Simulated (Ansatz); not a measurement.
**Residual resistivity of an alloy: Os(0001) with 2 layers of random Os-Ir, 2x2**

Wanted: resistance against the alloy's length, first Os(0001) with 2 layers of random Os-Ir, 2x2.

Method: Ansatz plane-wave DFT, PBE, PAW files; ballistic transport by layer matching (Landauer), zero bias; PAW set soft_1, in Ansatz 0.2.0.

## Step 1: The starting structure

The cell holds 48 atoms: 46 Os and 2 Ir. Cell: a = 5.468 Å, b = 5.468 Å, c = 25.918 Å, α = 90.0°, β = 90.0°, γ = 120.0°. It derives from Os. Regions: lead, 40 atoms (40 Os); scattering region, 8 atoms (6 Os and 2 Ir). The structure is stacked along c, and the current runs across the ab planes.

## Step 2: With 2 alloy layers

In 2 layers a share of 0.25 of the sites is given to Ir at random. The layers about the cell's end stay perfect and serve as the lead. Energies from -0.05 to 0.05 eV in steps of 0.05 eV are too few for the program's thermal sum, so it prints no conductance; for a metal the transmission near the Fermi level serves, at a fraction of the cost.

File input.yaml:

```yaml
crystal:
  lattice:
    - [5.4682, 0.0, 0.0]
    - [-2.7341, 4.735600113, 0.0]
    - [0.0, 0.0, 25.9182]
  atoms:
    - { symbol: Os, position: [0.1666666667, 0.3333333333, 0.0416666667] }
    - { symbol: Os, position: [0.1666666667, 0.8333333333, 0.0416666667] }
    - { symbol: Os, position: [0.6666666667, 0.3333333333, 0.0416666667] }
    - { symbol: Os, position: [0.6666666667, 0.8333333333, 0.0416666667] }
    - { symbol: Os, position: [0.3333333333, 0.1666666667, 0.125] }
    - { symbol: Os, position: [0.3333333333, 0.6666666667, 0.125] }
    - { symbol: Os, position: [0.8333333333, 0.1666666667, 0.125] }
    - { symbol: Os, position: [0.8333333333, 0.6666666667, 0.125] }
    - { symbol: Os, position: [0.1666666667, 0.3333333333, 0.2083333333] }
    - { symbol: Os, position: [0.1666666667, 0.8333333333, 0.2083333333] }
    - { symbol: Os, position: [0.6666666667, 0.3333333333, 0.2083333333] }
    - { symbol: Os, position: [0.6666666667, 0.8333333333, 0.2083333333] }
    - { symbol: Os, position: [0.3333333333, 0.1666666667, 0.2916666667] }
    - { symbol: Os, position: [0.3333333333, 0.6666666667, 0.2916666667] }
    - { symbol: Os, position: [0.8333333333, 0.1666666667, 0.2916666667] }
    - { symbol: Os, position: [0.8333333333, 0.6666666667, 0.2916666667] }
    - { symbol: Os, position: [0.1666666667, 0.3333333333, 0.375] }
    - { symbol: Os, position: [0.1666666667, 0.8333333333, 0.375] }
    - { symbol: Os, position: [0.6666666667, 0.3333333333, 0.375] }
    - { symbol: Os, position: [0.6666666667, 0.8333333333, 0.375] }
    - { symbol: Os, position: [0.3333333333, 0.1666666667, 0.4583333333] }
    - { symbol: Os, position: [0.3333333333, 0.6666666667, 0.4583333333] }
    - { symbol: Os, position: [0.8333333333, 0.1666666667, 0.4583333333] }
    - { symbol: Os, position: [0.8333333333, 0.6666666667, 0.4583333333] }
    - { symbol: Os, position: [0.1666666667, 0.3333333333, 0.5416666667] }
    - { symbol: Os, position: [0.1666666667, 0.8333333333, 0.5416666667] }
    - { symbol: Ir, position: [0.6666666667, 0.3333333333, 0.5416666667] }
    - { symbol: Ir, position: [0.6666666667, 0.8333333333, 0.5416666667] }
    - { symbol: Os, position: [0.3333333333, 0.1666666667, 0.625] }
    - { symbol: Os, position: [0.3333333333, 0.6666666667, 0.625] }
    - { symbol: Os, position: [0.8333333333, 0.1666666667, 0.625] }
    - { symbol: Os, position: [0.8333333333, 0.6666666667, 0.625] }
    - { symbol: Os, position: [0.1666666667, 0.3333333333, 0.7083333333] }
    - { symbol: Os, position: [0.1666666667, 0.8333333333, 0.7083333333] }
    - { symbol: Os, position: [0.6666666667, 0.3333333333, 0.7083333333] }
    - { symbol: Os, position: [0.6666666667, 0.8333333333, 0.7083333333] }
    - { symbol: Os, position: [0.3333333333, 0.1666666667, 0.7916666667] }
    - { symbol: Os, position: [0.3333333333, 0.6666666667, 0.7916666667] }
    - { symbol: Os, position: [0.8333333333, 0.1666666667, 0.7916666667] }
    - { symbol: Os, position: [0.8333333333, 0.6666666667, 0.7916666667] }
    - { symbol: Os, position: [0.1666666667, 0.3333333333, 0.875] }
    - { symbol: Os, position: [0.1666666667, 0.8333333333, 0.875] }
    - { symbol: Os, position: [0.6666666667, 0.3333333333, 0.875] }
    - { symbol: Os, position: [0.6666666667, 0.8333333333, 0.875] }
    - { symbol: Os, position: [0.3333333333, 0.1666666667, 0.9583333333] }
    - { symbol: Os, position: [0.3333333333, 0.6666666667, 0.9583333333] }
    - { symbol: Os, position: [0.8333333333, 0.1666666667, 0.9583333333] }
    - { symbol: Os, position: [0.8333333333, 0.6666666667, 0.9583333333] }
kpoints:
  mp_grid: { grid: [5, 5, 1] }
hamiltonian:
  xc: pbe
  pseudopotentials: { kind: paw, azcp: { folder: soft_1 } }
scf:
  occupations: { method: fermi_dirac, width: 0.1 }
output:
  transmission:
    leads: [[0, 8]]
    kmesh: [10, 10]
    e_range: [-0.05, 0.05]
    de: 0.05
  write_potential: true
  write_density: true
  volumetric_format: npy
```

Command:

```bash
ansatz run input.yaml --threads 4 --pin off --max-ram 15360MiB --backend cpu --events-out ev --progress --plain --runs-dir out
```

Numbers of over 12 decimals in the logs are rounded to 6 here.

The program printed:

```text
Engine: ansatz 0.2.0, x86_64-unknown-linux-gnu
Pseudopotentials: kind: paw
Pseudopotential: Os, paw, valence charge 16, recommended cutoff 420 eV (normal), soft_1/Os.paw.azcp
Pseudopotential: Ir, paw, valence charge 17, recommended cutoff 420 eV (normal), soft_1/Ir.paw.azcp
Functional definition: PBE
  parameter kappa = 0.804
  parameter beta = 0.066725
  exchange = pbe_x(kappa = kappa, mu = beta*pi^2/3)
  correlation = pbe_c(beta = beta)
Crystal: 48 atoms, lattice volume = 671.157 Å³
Basis set: ecut = 420 eV, 13017 PW (Γ)
Bands: 462, of which v1, the nominal top of the filled ones, is band 385 counted from 1 (384 counted from 0)
Symmetry: 8 space group operations
Space group: Pmm2 (ITA 25), of the structure as read, at distance tolerance 8.8e-5 Å
k-points: 9 of 25 (time reversal used)
Non-local potential: Os, projectors of the file, l = 0: 3, l = 1: 2, l = 2: 2, l = 3: 1
Non-local potential: Ir, projectors of the file, l = 0: 3, l = 1: 2, l = 2: 2, l = 3: 1
PAW form: soft (Blöchl's): semilocal exchange-correlation on the pseudo side does not see the compensation charge
PAW one-centre angular grid: Os, 590 points (default); XC on 64 Gauss nodes
PAW one-centre angular grid: Ir, 590 points (default); XC on 64 Gauss nodes
Initial density: superposition of atomic densities (chi_scale 0.1, normalization cell)
Initial wavefunctions: pseudopotential atomic-orbital guess
Functional: x = pbe(κ = 0.804, μ = 0.219515), c = pbe(β = 0.066725)
SCF iter   1: F=—  HF=-547632.860895 eV  |F-HF|=—  |Δ(HF+E_count)|=         —  Δρ=5.98e-2  dr2=2.66e1  ethr=3.10e-3  ⟨swp⟩=5.4  Hψ=13678  notcnv=0  defer=19
preconditioner: auto → Kerker (q_TF=auto, 2.791 Å⁻¹)  [metal: Δε(μ)=0.053 eV  Ē_g=6.273 eV  σ=0.100 eV  W_gap=0.13  n_scr=268 (ndim 8)  ℏωp=28.2 eV  f_vac=0.000  D(μ)=34.12/eV (n_scr^D=342)]
SCF iter   2: F=—  HF=-547627.486410 eV  |F-HF|=—  |Δ(HF+E_count)|=    5.37e0  Δρ=3.30e-2  dr2=8.80e0  ethr=3.10e-3  ⟨swp⟩=2.0  Hψ=5315  notcnv=0  defer=51
SCF iter   3: F=—  HF=-547625.729604 eV  |F-HF|=—  |Δ(HF+E_count)|=    1.76e0  Δρ=3.65e-3  dr2=3.04e-1  ethr=1.14e-3  ⟨swp⟩=2.0  Hψ=6375  notcnv=0  defer=51
SCF iter   4: F=—  HF=-547625.725211 eV  |F-HF|=—  |Δ(HF+E_count)|=   4.39e-3  Δρ=5.15e-4  dr2=5.32e-2  ethr=3.95e-5  ⟨swp⟩=1.0  Hψ=4558  notcnv=0  defer=51
SCF iter   5: F=—  HF=-547625.724505 eV  |F-HF|=—  |Δ(HF+E_count)|=   7.06e-4  Δρ=3.35e-4  dr2=1.38e-3  ethr=6.90e-6  ⟨swp⟩=1.0  Hψ=4105  notcnv=0  defer=51
SCF iter   6: F=—  HF=-547625.724340 eV  |F-HF|=—  |Δ(HF+E_count)|=   1.65e-4  Δρ=5.12e-5  dr2=9.82e-5  ethr=1.79e-7  ⟨swp⟩=2.0  Hψ=5724  notcnv=0  defer=51
SCF iter   7: F=—  HF=-547625.725672 eV  |F-HF|=—  |Δ(HF+E_count)|=   1.33e-3  Δρ=9.30e-6  dr2=1.53e-6  ethr=1.28e-8  ⟨swp⟩=1.0  Hψ=4125  notcnv=0  defer=51
SCF iter   8: F=—  HF=-547625.725672 eV  |F-HF|=—  |Δ(HF+E_count)|=   9.08e-8  Δρ=2.09e-6  dr2=3.30e-7  ethr=1.30e-11  ⟨swp⟩=7.9  Hψ=10348  notcnv=0
SCF iter   9: F=-547625.725672 eV  HF=-547625.725672 eV  |F-HF|=1.97e-8  |Δ(HF+E_count)|=   9.43e-9  Δρ=5.37e-7  dr2=2.04e-8  ethr=1.30e-11  ⟨swp⟩=2.0  Hψ=7637  notcnv=0
SCF 1 converged in 9 iterations: F = -547625.725672 eV  dr2 = 2.04e-8
  greatest PAW one-centre occupation: 1.000 electrons in one spin orbital (limit 2), on the Ir atom at site 27 (counted from 0), in its partial waves of l = 0
transmission: 152 of 1488 steps passed
transmission: 299 of 1488 steps passed
[...]
transmission: 1488 of 1488 steps passed
SCF converged after 9 iterations
Free energy (F): -547625.725672 eV
Harris-Foulkes:  -547625.725672 eV  (|F-HF|=1.97e-8)
Internal energy: -547624.594263 eV  (E = F + TS)
E sigma→0 (E₀):  -547625.159968 eV
Entropy (-TS):   -1.131409 eV (-23.571 meV/atom)
Fermi energy:    26.069404 eV
--- Per-component energies (eV) ---
  E_band       = -3139.395701
  E_kinetic    = 23735.745887
  E_local      = -44120.007702  (includes V_loc(G=0)·N_el)
  E_nonlocal   = 9398.368964
  E_hartree    = 15876.599197
  E_xc         = -11232.645827
  E_vxc        = -11859.520888  (∫ρ·V_xc dr)
  E_paw        = -434699.817765  (= ΣΔE_a)
  E_vpaw       = -12047.205914  (= ΣTr[D̂ρ^β])
  E_aug_tail   = 0.020828  (compensation charges beyond the density's cutoff)
  E_ewald      = -106582.857844
  E_smearing   = -1.131409  (= −TS)
  E_closure    = 0.000000  (closes the sum)
  Σ components = -547625.725672   (vs F -547625.725672, Δ=0.00e0)
--- Band table (eV; the first three rows and the last of 9) ---
  k-point 0: bands = [... 381 lower, 26.7106, 26.7127, 26.7203, 26.7303, 26.8407, 26.8480, 26.9060, 26.9221, ... 73 higher]
  k-point 1: bands = [... 381 lower, 26.1650, 26.1732, 26.1892, 26.1908, 26.7802, 26.8575, 26.8911, 27.0141, ... 73 higher]
  k-point 2: bands = [... 381 lower, 25.7120, 25.7551, 25.7671, 25.8975, 25.9384, 25.9414, 26.1294, 26.1461, ... 73 higher]
  k-point 8: bands = [... 381 lower, 25.6041, 25.6258, 25.6945, 25.7878, 25.8102, 25.8139, 26.0714, 26.1366, ... 73 higher]
--- Transmission ---
  basis      : 223 plane waves across, 48 finite elements along
  points     : 31, standing for a mesh of 10 x 10
  energies   : 3 from -0.050000 to 0.050000 eV about the Fermi level, 0.050000 eV apart; the leads are filled to 0.000000 eV, and channels, transmission and decay are at 0.000000 eV
  crystal 0  : Os8, at the sites [0, 8], period 4.3197 Å, over 23.76 Å; its Hamiltonian steps by up to 2.7 meV
    offset         : up to 0.0000 Å between an atom of the period and one for which it stands
    channels       : 4.550000e0 a spin
    conductance    : none, the energies end too early or step too widely for 300 K: set another output.transmission.e_range or a lower de, or, where they end at an eighth of basis.ecutwfc, a higher one
  junction   : crystal 0 to crystal 0, 1.46 to 23.06 Å
    transmission   : 3.935928e0 a spin
    conductance    : none, the energies end too early or step too widely for 300 K: set another output.transmission.e_range or a lower de, or, where they end at an eighth of basis.ecutwfc, a higher one
```

Elapsed: 4.4 min, on 4 threads of Intel Xeon 6975P-C (Granite Rapids), shared host; peak memory 6.1 GiB.

Numbers from this step:

* free energy: -547625.7257 eV
* energy at zero smearing: -547625.1600 eV
* Fermi energy: 26.07 eV
* cell area: 25.90 Å²
* transmission per spin nearest the Fermi level: 3.936
* open channels per spin nearest the Fermi level: 4.55
* step of the lead's potential: 2.7 meV

Per spin. The transmission, zone mean by energy, zero at the Fermi level:

| energy (eV) | transmission, zone mean |
| --- | --- |
| -0.0500 | 4.22 |
| 0.0000 | 3.94 |
| 0.0500 | 3.91 |

Per spin. Table of open channels, zone mean, lead by energy, zero at the Fermi level:

| energy (eV) | open channels, zone mean, lead |
| --- | --- |
| -0.0500 | 4.74 |
| 0.0000 | 4.55 |
| 0.0500 | 4.55 |

Transmission over k1 and k2. At 0.0000 eV from the Fermi level.

Values, 10 rows by 10 columns:
```
 3.0  3.9  4.0  3.9  4.0  3.9  3.0  1.5  1.1  1.5
 3.0  3.8  4.8  4.8  4.8  4.8  3.8  3.0  1.2  1.2
 3.0  3.3  4.8  4.7  4.6  4.7  4.8  3.3  3.0  1.9
 3.5  3.9  4.9  4.6  6.8  6.8  4.6  4.9  3.9  3.5
 4.8  4.0  4.9  4.8  6.8 10.7  6.8  4.8  4.9  4.0
 3.5  3.5  3.9  4.9  4.6  6.8  6.8  4.6  4.9  3.9
 3.0  1.9  3.0  3.3  4.8  4.7  4.6  4.7  4.8  3.3
 3.0  1.2  1.2  3.0  3.8  4.8  4.8  4.8  4.8  3.8
 3.0  1.5  1.1  1.5  3.0  3.9  4.0  3.9  4.0  3.9
 5.4  3.5  2.9  2.9  3.5  5.4  3.5  2.9  2.9  3.5
```
Columns: k1 (b1) from -0.5 to 0.4; rows upwards: k2 (b2) from -0.5 to 0.4.

Open channels over k1 and k2. At 0.0000 eV from the Fermi level.

Ten even steps from '_' (2.0) to '@' (11.0):
```
::----------::..__..
..------------..____
..--------------....
::------++++------::
==------++@@++------
::::------++++------
......--------------
..____..------------
::..__..::----------
==::....::==::....::
```
Columns: k1 (b1) from -0.5 to 0.4; rows upwards: k2 (b2) from -0.5 to 0.4.

Over the solved energies the transmission per spin lies between 3.91 and 4.22, out of 4.61 channels of the lead on average (up to 4.74).

## Step 3: With 6 alloy layers

In 6 layers a share of 0.25 of the sites is given to Ir at random. A fresh draw is used; the growth of the resistance with length is what counts.

System of this step: Os(0001) with 6 layers of random Os-Ir, 2x2. The cell holds 64 atoms: 58 Os and 6 Ir. Its edges and angles: a = 5.468 Å, b = 5.468 Å, c = 34.558 Å, α = 90.0°, β = 90.0°, γ = 120.0°. It derives from Os. Regions: lead, 40 atoms (40 Os); scattering region, 24 atoms (18 Os and 6 Ir). The structure is stacked along c, and the current runs across the ab planes.

File input.yaml:

```yaml
crystal:
  lattice:
    - [5.4682, 0.0, 0.0]
    - [-2.7341, 4.735600113, 0.0]
    - [0.0, 0.0, 34.5576]
  atoms:
    - { symbol: Os, position: [0.1666666667, 0.3333333333, 0.03125] }
    - { symbol: Os, position: [0.1666666667, 0.8333333333, 0.03125] }
    - { symbol: Os, position: [0.6666666667, 0.3333333333, 0.03125] }
    - { symbol: Os, position: [0.6666666667, 0.8333333333, 0.03125] }
    - { symbol: Os, position: [0.3333333333, 0.1666666667, 0.09375] }
    - { symbol: Os, position: [0.3333333333, 0.6666666667, 0.09375] }
    - { symbol: Os, position: [0.8333333333, 0.1666666667, 0.09375] }
    - { symbol: Os, position: [0.8333333333, 0.6666666667, 0.09375] }
    - { symbol: Os, position: [0.1666666667, 0.3333333333, 0.15625] }
    - { symbol: Os, position: [0.1666666667, 0.8333333333, 0.15625] }
    - { symbol: Os, position: [0.6666666667, 0.3333333333, 0.15625] }
    - { symbol: Os, position: [0.6666666667, 0.8333333333, 0.15625] }
    - { symbol: Os, position: [0.3333333333, 0.1666666667, 0.21875] }
    - { symbol: Os, position: [0.3333333333, 0.6666666667, 0.21875] }
    - { symbol: Os, position: [0.8333333333, 0.1666666667, 0.21875] }
    - { symbol: Os, position: [0.8333333333, 0.6666666667, 0.21875] }
    - { symbol: Os, position: [0.1666666667, 0.3333333333, 0.28125] }
    - { symbol: Os, position: [0.1666666667, 0.8333333333, 0.28125] }
    - { symbol: Os, position: [0.6666666667, 0.3333333333, 0.28125] }
    - { symbol: Os, position: [0.6666666667, 0.8333333333, 0.28125] }
    - { symbol: Os, position: [0.3333333333, 0.1666666667, 0.34375] }
    - { symbol: Ir, position: [0.3333333333, 0.6666666667, 0.34375] }
    - { symbol: Os, position: [0.8333333333, 0.1666666667, 0.34375] }
    - { symbol: Os, position: [0.8333333333, 0.6666666667, 0.34375] }
    - { symbol: Os, position: [0.1666666667, 0.3333333333, 0.40625] }
    - { symbol: Os, position: [0.1666666667, 0.8333333333, 0.40625] }
    - { symbol: Os, position: [0.6666666667, 0.3333333333, 0.40625] }
    - { symbol: Os, position: [0.6666666667, 0.8333333333, 0.40625] }
    - { symbol: Ir, position: [0.3333333333, 0.1666666667, 0.46875] }
    - { symbol: Os, position: [0.3333333333, 0.6666666667, 0.46875] }
    - { symbol: Os, position: [0.8333333333, 0.1666666667, 0.46875] }
    - { symbol: Os, position: [0.8333333333, 0.6666666667, 0.46875] }
    - { symbol: Ir, position: [0.1666666667, 0.3333333333, 0.53125] }
    - { symbol: Ir, position: [0.1666666667, 0.8333333333, 0.53125] }
    - { symbol: Os, position: [0.6666666667, 0.3333333333, 0.53125] }
    - { symbol: Ir, position: [0.6666666667, 0.8333333333, 0.53125] }
    - { symbol: Ir, position: [0.3333333333, 0.1666666667, 0.59375] }
    - { symbol: Os, position: [0.3333333333, 0.6666666667, 0.59375] }
    - { symbol: Os, position: [0.8333333333, 0.1666666667, 0.59375] }
    - { symbol: Os, position: [0.8333333333, 0.6666666667, 0.59375] }
    - { symbol: Os, position: [0.1666666667, 0.3333333333, 0.65625] }
    - { symbol: Os, position: [0.1666666667, 0.8333333333, 0.65625] }
    - { symbol: Os, position: [0.6666666667, 0.3333333333, 0.65625] }
    - { symbol: Os, position: [0.6666666667, 0.8333333333, 0.65625] }
    - { symbol: Os, position: [0.3333333333, 0.1666666667, 0.71875] }
    - { symbol: Os, position: [0.3333333333, 0.6666666667, 0.71875] }
    - { symbol: Os, position: [0.8333333333, 0.1666666667, 0.71875] }
    - { symbol: Os, position: [0.8333333333, 0.6666666667, 0.71875] }
    - { symbol: Os, position: [0.1666666667, 0.3333333333, 0.78125] }
    - { symbol: Os, position: [0.1666666667, 0.8333333333, 0.78125] }
    - { symbol: Os, position: [0.6666666667, 0.3333333333, 0.78125] }
    - { symbol: Os, position: [0.6666666667, 0.8333333333, 0.78125] }
    - { symbol: Os, position: [0.3333333333, 0.1666666667, 0.84375] }
    - { symbol: Os, position: [0.3333333333, 0.6666666667, 0.84375] }
    - { symbol: Os, position: [0.8333333333, 0.1666666667, 0.84375] }
    - { symbol: Os, position: [0.8333333333, 0.6666666667, 0.84375] }
    - { symbol: Os, position: [0.1666666667, 0.3333333333, 0.90625] }
    - { symbol: Os, position: [0.1666666667, 0.8333333333, 0.90625] }
    - { symbol: Os, position: [0.6666666667, 0.3333333333, 0.90625] }
    - { symbol: Os, position: [0.6666666667, 0.8333333333, 0.90625] }
    - { symbol: Os, position: [0.3333333333, 0.1666666667, 0.96875] }
    - { symbol: Os, position: [0.3333333333, 0.6666666667, 0.96875] }
    - { symbol: Os, position: [0.8333333333, 0.1666666667, 0.96875] }
    - { symbol: Os, position: [0.8333333333, 0.6666666667, 0.96875] }
kpoints:
  mp_grid: { grid: [5, 5, 1] }
hamiltonian:
  xc: pbe
  pseudopotentials: { kind: paw, azcp: { folder: soft_1 } }
scf:
  occupations: { method: fermi_dirac, width: 0.1 }
output:
  transmission:
    leads: [[0, 8]]
    kmesh: [10, 10]
    e_range: [-0.05, 0.05]
    de: 0.05
  write_potential: true
  write_density: true
  volumetric_format: npy
```

The program printed:

```text
[...]
Crystal: 64 atoms, lattice volume = 894.876 Å³
Basis set: ecut = 420 eV, 17377 PW (Γ)
Bands: 618, of which v1, the nominal top of the filled ones, is band 515 counted from 1 (514 counted from 0)
Symmetry: 2 space group operations
[...]
k-points: 9 of 25 (time reversal used)
[...]
SCF iter   1: F=—  HF=-732013.627683 eV  |F-HF|=—  |Δ(HF+E_count)|=         —  Δρ=5.96e-2  dr2=7.40e1  ethr=3.10e-3  ⟨swp⟩=5.2  Hψ=18449  notcnv=0  defer=39
[...]
SCF iter   9: F=-732004.119925 eV  HF=-732004.119925 eV  |F-HF|=4.53e-8  |Δ(HF+E_count)|=   2.72e-8  Δρ=5.44e-7  dr2=4.71e-8  ethr=9.71e-12  ⟨swp⟩=6.0  Hψ=12618  notcnv=0
SCF 1 converged in 9 iterations: F = -732004.119925 eV  dr2 = 4.71e-8
[...]
transmission: 200 of 1984 steps passed
transmission: 398 of 1984 steps passed
[...]
transmission: 1984 of 1984 steps passed
SCF converged after 9 iterations
Free energy (F): -732004.119925 eV
[...]
Internal energy: -732002.605273 eV  (E = F + TS)
E sigma→0 (E₀):  -732003.362599 eV
Entropy (-TS):   -1.514652 eV (-23.666 meV/atom)
Fermi energy:    26.110618 eV
[...]
--- Band table (eV; the first three rows and the last of 9) ---
  k-point 0: bands = [... 511 lower, 26.7652, 26.7826, 26.7999, 26.8059, 26.8209, 26.9430, 26.9984, 27.0585, ... 99 higher]
  k-point 1: bands = [... 511 lower, 26.5394, 26.6443, 26.6796, 26.7128, 26.7375, 26.7785, 26.7852, 26.8134, ... 99 higher]
  k-point 2: bands = [... 511 lower, 25.8613, 25.9064, 25.9473, 25.9685, 25.9984, 26.0217, 26.0366, 26.0985, ... 99 higher]
  k-point 8: bands = [... 511 lower, 25.6240, 25.6790, 25.8058, 25.9138, 25.9863, 26.0075, 26.0634, 26.0736, ... 99 higher]
--- Transmission ---
  basis      : 223 plane waves across, 64 finite elements along
  points     : 31, standing for a mesh of 10 x 10
[...]
channels       : 4.550000e0 a spin
[...]
junction   : crystal 0 to crystal 0, -0.70 to 29.54 Å
    transmission   : 3.482893e0 a spin
[...]
```

It took 7.1 min on 4 threads; peak memory 9.4 GiB; 25 min of CPU time.

Numbers from this step:

```yaml
free_energy: -732004.1199 eV
energy_at_zero_smearing: -732003.3626 eV
fermi_energy: 26.11 eV
transmission_per_spin_nearest_the_fermi_level: 3.483
step_of_the_lead_s_potential: 3.5 meV
```

Per spin. Transmission, zone mean against energy, zero at the Fermi level:

| energy (eV) | transmission, zone mean |
| --- | --- |
| -0.0500 | 3.64 |
| 0.0000 | 3.48 |
| 0.0500 | 3.60 |

Over the solved energies the transmission per spin lies between 3.48 and 3.64, out of 4.53 channels of the lead on average (up to 4.55).

(Continued in part 2 of 2.)

[Logs are printed without paths, hosts, clocks, repeated set-up lines and the standing remarks that a program may print on its own settings, such as how far it seeks lower states.]

[Hosts, paths, dates, database ids (printed as entryN), source tags and the programs' standing remarks are cut or masked in the printed files.]
